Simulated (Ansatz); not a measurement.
**ZnS (F-43m): the equilibrium volume**

Aim: the volume at which the pressure of ZnS (F-43m) vanishes.

Computed with Ansatz 0.2.0 (DFT PBE, scalar-relativistic, plane waves, PAW, unless a step's input says otherwise).

3 further runs of the same task are left out: 3 set aside as unsound or not needed.

## Step 1: The structure to begin with

It takes space group F-43m (No. 216, cubic). Conventional cell: a = 5.387 Å, b = 5.387 Å, c = 5.387 Å, α = 90.00°, β = 90.00°, γ = 90.00°. Around Zn (site symmetry -43m) lie 4 S at 2.33 Å. Around S (site symmetry -43m) lie 4 Zn at 2.33 Å.

As a file:

```cif
data_structure
_symmetry_space_group_name_H-M 'P 1'
_symmetry_Int_Tables_number 1
_cell_length_a 3.8094
_cell_length_b 3.8094
_cell_length_c 3.8094
_cell_angle_alpha 60.000
_cell_angle_beta 60.000
_cell_angle_gamma 60.000
_cell_volume 39.09
loop_
_atom_site_label
_atom_site_type_symbol
_atom_site_fract_x
_atom_site_fract_y
_atom_site_fract_z
_atom_site_occupancy
Zn1 Zn 0.00000 0.00000 0.00000 1
S1 S 0.25000 0.25000 0.25000 1
```

## Step 2: The first run (PBE, 6×6×6 mesh)

input.yaml reads:

```yaml
crystal:
  lattice:
    - [0.0, 2.6936828773, 2.6936828773]
    - [2.6936828773, 0.0, 2.6936828773]
    - [2.6936828773, 2.6936828773, 0.0]
  atoms:
    - { symbol: Zn, position: [0.0, 0.0, 0.0] }
    - { symbol: S, position: [0.25, 0.25, 0.25] }
basis:
  ecutwfc: 420
kpoints:
  mp_grid: { grid: [6, 6, 6] }
hamiltonian:
  xc: pbe
scf:
  occupations: { method: gaussian, width: 0.1 }
output:
  forces: true
  stress: true
  eigenvalues: true
```

Launch:

```sh
$ ansatz run input.yaml --threads 8 --pin off --max-ram 16384MiB --backend cpu --events-out ev --progress --plain --runs-dir out
```

Further steps of the session: Relaxing cell and atoms.

What does the calculation give? Wanted: volume; pressure; conventional cell; gap on the mesh.

As calculated:

| quantity | value |
| --- | --- |
| volume | 20.150 Å³/atom |
| pressure | 0.05 GPa |
| conventional cell | a = 5.442 Å, b = 5.442 Å, c = 5.442 Å, α = 90.00°, β = 90.00°, γ = 90.00° |
| gap on the mesh | 2.02 eV |

In words: Over the 2 runs shown the cell moved from 19.55 to 20.15 Å³/atom, a change of +3.1 %, where the pressure is zero within 0.05 GPa.

These are semilocal Kohn-Sham gaps, which aren't the measured quantity. Such gaps usually fall short of the measured ones.
